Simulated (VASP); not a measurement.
# MoP (P-6m2) in VASP: single point with PBE+D3(BJ)+U

Aim: the single point of MoP with PBE+D3(BJ)+U.

All numbers are computed with VASP 6.6.1; they aren't measurements. Logs are shortened: lines on timing, memory, paths and dates and some standing lists are left out, and cuts for length are marked.

### Step 1. The cell of the first run

The structure is hexagonal, space group P-6m2 (No. 187). The conventional cell has a = 3.223 Å, b = 3.223 Å, c = 3.191 Å, α = 90.00°, β = 90.00°, γ = 120.00°. Mo (site symmetry -6m2) is surrounded by 6 P at 2.45 Å. P (site symmetry -6m2) is surrounded by 6 Mo at 2.45 Å.

### Step 2. Single point, PBE+D3(BJ)+U, collinear spin, typed start (atoms moved at random, drawn with an rms of 0.02 Å)

Contents of INCAR:

```
PREC = Accurate ; ENCUT = 520
EDIFF = 1E-6 ; ISMEAR = 1
SIGMA = 0.025 ; LREAL = False
LASPH = True ; NELM = 150
ALGO = Fast ; ISIF = 2
LWAVE = False ; LCHARG = True
ISPIN = 2 ; MAGMOM = 1 0
LORBIT = 11 ; LMAXMIX = 4
LDAU = True ; LDAUTYPE = 2
LDAUL = 2 -1 ; LDAUU = 8 0
LDAUJ = 0 0 ; LDAUPRINT = 1
GGA = PE ; IVDW = 12
LELF = True ; LVHAR = True
NBANDS = 20
```

Contents of KPOINTS:

```
regular mesh
0
Gamma
  8 8 6
```

Contents of POSCAR:

```
MoP
1.0
    3.2230000000      0.0000000000      0.0000000000
   -1.6115000000      2.7911998764      0.0000000000
    0.0000000000      0.0000000000      3.1910000000
Mo P
1 1
Direct
    0.0051377434      0.0042401217     -0.0001260934
    0.3384632566      0.6709028783      0.4998860934
```

Potentials or basis: VASP PAW PBE potentials, release 64 (Mo_sv, P).

Run with:

```bash
cat potpaw_PBE.64/Mo_sv/POTCAR potpaw_PBE.64/P/POTCAR > POTCAR
mpirun -np 1 vasp_std > vasp.out
```

OUTCAR:

```text
PREC = Accurate
   ENCUT = 520
   EDIFF = 1E-6
   ISMEAR = 1
   LREAL = False
   LASPH = True
   NELM = 150
   ISIF = 2
   ISPIN = 2
   LORBIT = 11
   GGA = PE
   IVDW = 12
 IVDW          = 12

 ion  position               nearest neighbor table
   1  0.005  0.004  1.000-   2 2.45   2 2.45   2 2.45   2 2.45   2 2.45   2 2.45
   2  0.338  0.671  0.500-   1 2.45   1 2.45   1 2.45   1 2.45   1 2.45   1 2.45

  LATTYP: Found a hexagonal cell.
 ALAT       =     3.2230000000
 C/A-ratio  =     0.9900713621

  Lattice vectors:

 A1 = (   3.2230000000,   0.0000000000,   0.0000000000)
 A2 = (  -1.6115000000,   2.7911998764,   0.0000000000)
 A3 = (   0.0000000000,   0.0000000000,   3.1910000000)

Analysis of symmetry for initial positions (statically):
=====================================================================
 Subroutine PRICEL returns:
 Original cell was already a primitive cell.

 Routine SETGRP: Setting up the symmetry group for a
 hexagonal supercell.

 Subroutine GETGRP returns: Found  2 space group operations
 (whereof  1 operations were pure point group operations)
 out of a pool of 24 trial point group operations.

The static configuration has the point symmetry C_1 .
 The point group associated with its full space group is C_1h.

Analysis of symmetry for dynamics (positions and initial velocities):
=====================================================================
 Subroutine PRICEL returns:
 Original cell was already a primitive cell.

 Routine SETGRP: Setting up the symmetry group for a
 hexagonal supercell.

 Subroutine GETGRP returns: Found  2 space group operations
 (whereof  1 operations were pure point group operations)
 out of a pool of 24 trial point group operations.

The dynamic configuration has the point symmetry C_1 .
 The point group associated with its full space group is C_1h.

Analysis of structural, dynamic, and magnetic symmetry:
=====================================================================
 Subroutine PRICEL returns:
 Original cell was already a primitive cell.

 Routine SETGRP: Setting up the symmetry group for a
 hexagonal supercell.

 Subroutine GETGRP returns: Found  2 space group operations
 (whereof  1 operations were pure point group operations)
 out of a pool of 24 trial point group operations.

The overall configuration has the point symmetry C_1 .
 The point group associated with its full space group is C_1h.

 Subroutine INISYM returns: Found  2 space group operations
 (whereof  1 operations are pure point group operations),
 and found     1 'primitive' translations

----------------------------------------------------------------------------------------

                                     Primitive cell

  volume of cell :      28.7064

  direct lattice vectors                    reciprocal lattice vectors
     3.223000000  0.000000000  0.000000000     0.310269935  0.179134430  0.000000000
    -1.611500000  2.791199876  0.000000000     0.000000000  0.358268861  0.000000000
     0.000000000  0.000000000  3.191000000     0.000000000  0.000000000  0.313381385

  length of vectors
     3.223000000  3.223000000  3.191000000     0.358268861  0.358268861  0.313381385

  position of ions in fractional coordinates (direct lattice)
     0.005137743  0.004240122  0.999873907
     0.338463257  0.670902878  0.499886093

  ion indices of the primitive-cell ions
   primitive index   ion index
                 1           1
                 2           2

----------------------------------------------------------------------------------------

 KPOINTS: regular mesh

[... 70 lines left out ...]
   NSW    =      0    number of steps for IOM
   IBRION =     -1    ionic relax: 0-MD 1-quasi-New 2-CG
   NFREE  =      0    steps in history (QN), initial steepest desc. (CG)
   ISIF   =      2    stress and relaxation
   ISYM   =      2    0-nonsym 1-usesym 2-fastsym
   POTIM  = 0.5000    time-step for ionic-motion
   TEBEG  =    0.0;   TEEND  =   0.0 temperature during run
   PSTRESS=    0.0 pullay stress
   NELECT =      19.0000    total number of electrons
   NUPDOWN=      -1.0000    fix difference up-down
   EMIN   =  10.00;   EMAX   =-10.00  energy-range for DOS
   EFERMI =   0.00;   METHOD = LEGACY
   ISMEAR =     1;   SIGMA  =   0.03  broadening in eV -4-tet -1-fermi 0-gaus
   EFERMI_NEDOS =   21; number of points for ismear=-14 and -15
   IALGO  =     68    algorithm
   IMIX   =      4    mixing-type and parameters
     AMIX     =   0.40;   BMIX     =  1.00
     AMIX_MAG =   1.60;   BMIX_MAG =  1.00
  volume/ion in A,a.u.               =      14.35        96.86
  Fermi-wavevector in a.u.,A,eV,Ry     =   1.426702  2.696076 27.694378  2.035479
  Thomas-Fermi vector in A             =   2.546951
   LORBIT       =     11    0 simple, 1 ext, 2 COOP (PROOUT), +10 PAW based schemes
 LDA+U is selected, type is set to LDAUTYPE =  2
   angular momentum for each species LDAUL =     2   -1
   U (eV)           for each species LDAUU =   8.0  0.0
   J (eV)           for each species LDAUJ =   0.0  0.0
   GGA     = PE    functional components
   LHFCALC =     F    Hartree Fock is set to
   AEXX    =    0.0000 exact exchange contribution
   IVDW    =    12    specifies the selected vdW correction
   LEPSILON=     F    determine dielectric tensor
   LRPA    =     F    only Hartree local field effects (RPA)
 spin polarized calculation
 RMM-DIIS sequential band-by-band and
 Methfessel and Paxton  Order N= 1 SIGMA  =   0.03
  energy-cutoff  :      520.00
  volume of cell :       28.71
 maximum number of plane-waves:       796
   NGX = 11   NGY = 11   NGZ = 11

atom =   1  type =  1  l = 2

 onsite density matrix

spin component  1

  0.3912  0.0000  0.0001  0.0000 -0.0002
  0.0000  0.5097  0.0000 -0.0000  0.0000
  0.0001  0.0000  0.2409  0.0000  0.0001
  0.0000 -0.0000  0.0000  0.5097  0.0000
 -0.0002  0.0000  0.0001  0.0000  0.3914

spin component  2

  0.3778 -0.0000 -0.0000 -0.0000  0.0001
 -0.0000  0.4998 -0.0000  0.0000 -0.0000
 -0.0000 -0.0000  0.2438 -0.0000 -0.0000
 -0.0000  0.0000 -0.0000  0.4998 -0.0000
  0.0001 -0.0000 -0.0000 -0.0000  0.3777

 occupancies and eigenvectors

  o =  0.2409  v =  0.0007  0.0000 -1.0000  0.0000  0.0004  0.0000  0.0000  0.0000  0.0000  0.0000      0.0000  0.0000  0.0000  0.0000  0.0000  0.0000  0.0000  0.0000  0.0000  0.0000
  o =  0.2438  v =  0.0000  0.0000  0.0000  0.0000  0.0000 -0.0003 -0.0000 -1.0000 -0.0000 -0.0002      0.0000  0.0000  0.0000  0.0000  0.0000  0.0000  0.0000  0.0000  0.0000  0.0000
  o =  0.3777  v =  0.0000  0.0000  0.0000  0.0000  0.0000 -0.5000  0.0000  0.0000 -0.0000  0.8660      0.0000  0.0000  0.0000  0.0000  0.0000  0.0000  0.0000  0.0000  0.0000  0.0000
  o =  0.3778  v =  0.0000  0.0000  0.0000  0.0000  0.0000  0.8660  0.0000 -0.0004  0.0000  0.5000      0.0000  0.0000  0.0000  0.0000  0.0000  0.0000  0.0000  0.0000  0.0000  0.0000
  o =  0.3910  v =  0.8660 -0.0001  0.0008 -0.0002  0.5000  0.0000  0.0000  0.0000  0.0000  0.0000      0.0000  0.0000  0.0000  0.0000  0.0000  0.0000  0.0000  0.0000  0.0000  0.0000
  o =  0.3915  v = -0.5000 -0.0002  0.0000  0.0001  0.8660  0.0000  0.0000  0.0000  0.0000  0.0000      0.0000  0.0000  0.0000  0.0000  0.0000  0.0000  0.0000  0.0000  0.0000  0.0000
  o =  0.4998  v =  0.0000  0.0000  0.0000  0.0000  0.0000 -0.0000 -0.8660 -0.0000  0.5000  0.0000      0.0000  0.0000  0.0000  0.0000  0.0000  0.0000  0.0000  0.0000  0.0000  0.0000
  o =  0.4998  v =  0.0000  0.0000  0.0000  0.0000  0.0000 -0.0000  0.5000 -0.0000  0.8660 -0.0000      0.0000  0.0000  0.0000  0.0000  0.0000  0.0000  0.0000  0.0000  0.0000  0.0000
  o =  0.5097  v =  0.0002  0.5000  0.0000  0.8660  0.0001  0.0000  0.0000  0.0000  0.0000  0.0000      0.0000  0.0000  0.0000  0.0000  0.0000  0.0000  0.0000  0.0000  0.0000  0.0000
  o =  0.5097  v = -0.0001  0.8660  0.0000 -0.5000  0.0002  0.0000  0.0000  0.0000  0.0000  0.0000      0.0000  0.0000  0.0000  0.0000  0.0000  0.0000  0.0000  0.0000  0.0000  0.0000

 number of electron      18.9999999 magnetization       0.0310603

 Free energy of the ion-electron system (eV)
  ---------------------------------------------------
  ext. energy  EPLUGINS =         0.00000000
  ---------------------------------------------------
  free energy    TOTEN  =        -8.21267126 eV

  energy without entropy =       -8.21268644  energy(sigma->0) =       -8.21267632

 E-fermi :  12.3632     XC(G=0): -12.6113

 val. band max:       12.3451333964   @ k =  -0.3750   0.3750   0.1667
 cond. band min:      12.3813754561   @ k =   0.2500   0.2500   0.1667
 fundamental gap:      0.0362420596
 Fermi energy:        12.3632032845

 spin component 1

 k-point     1 :       0.0000    0.0000    0.0000
  band No.  band energies     occupation
      1     -49.5935      1.00000
      2     -23.7139      1.00000
      3     -23.5308      1.00000
      4     -23.5308      1.00000
      5      -1.9317      1.00000
      6       8.9435      1.00000
[... 1097 lines left out ...]
     19      27.3015      0.00000
     20      29.6286      0.00000

 [... further k-points ...]

------------------------ aborting loop because EDIFF is reached ----------------------------------------

 Edisp (eV)   -1.25798

 E8    (eV) :    -0.5409

  FORCE on cell =-STRESS in cart. coord.  units (eV):
  Direction    XX          YY          ZZ          XY          YZ          ZX
  --------------------------------------------------------------------------------------
  -------------------------------------------------------------------------------------
  Total       0.14625     0.14673     1.06641    -0.00041    -0.00001    -0.00001
  in kB       8.16267     8.18927    59.51893    -0.02303    -0.00035    -0.00060
  external pressure =       25.29 kB  Pullay stress =        0.00 kB

 VOLUME and BASIS-vectors are now :
 -----------------------------------------------------------------------------
  energy-cutoff  :      520.00
  volume of cell :       28.71
      direct lattice vectors                 reciprocal lattice vectors
     3.223000000  0.000000000  0.000000000     0.310269935  0.179134430  0.000000000
    -1.611500000  2.791199876  0.000000000     0.000000000  0.358268861  0.000000000
     0.000000000  0.000000000  3.191000000     0.000000000  0.000000000  0.313381385

 POSITION                                       TOTAL-FORCE (eV/Angst)
 -----------------------------------------------------------------------------------
      0.00973      0.01184      3.19060        -0.000237     -0.000137      0.000549
      0.00971      1.87262      1.59514         0.000237      0.000137     -0.000549
 -----------------------------------------------------------------------------------
    total drift:                                0.000089      0.000042     -0.000001

  FREE ENERGIE OF THE ION-ELECTRON SYSTEM (eV)
  ---------------------------------------------------
  free  energy   TOTEN  =        -9.4706529634 eV

  energy  without entropy=       -9.4706681389  energy(sigma->0) =       -9.47065802

 total charge

# of ion       s       p       d       tot
------------------------------------------
    1        2.288   6.211   3.987  12.486
    2        1.010   1.520   0.000   2.530
--------------------------------------------------
tot          3.298   7.731   3.987  15.016

 magnetization (x)

# of ion       s       p       d       tot
------------------------------------------
    1       -0.000   0.000   0.044   0.044
    2       -0.001  -0.005   0.000  -0.007
--------------------------------------------------
tot         -0.001  -0.005   0.044   0.037
```

Run time: 87 s. Hardware: 1 thread of Intel Xeon Platinum 8559C (Emerald Rapids), shared host; peak memory 0.22 GiB.

What came out:

```
Free energy                                           : -9.4707 eV
Pressure                                              : 2.5 GPa
Band gap on the k mesh                                : none (metal or under the smearing width)
Net moment                                            : 0.03 μB per cell
Site moments                                          : Mo +0.04; P -0.01 μB
Valence electrons inside the program's atomic spheres : Mo 12.49; P 2.53
Dispersion energy per atom                            : -0.629 eV
```

Eigenvalues of the final occupation matrices:
```csv
site,spin,trace,eigenvalues
site 1 d,1,2.04,0.24 0.39 0.39 0.51 0.51
site 1 d,2,2.00,0.24 0.38 0.38 0.50 0.50
```

Caveat: pairwise dispersion overbinds metals, which lowers pressure and volume; the U is typed as a test and isn't derived for this compound. The state reached can hang on the start; a lower one may exist.
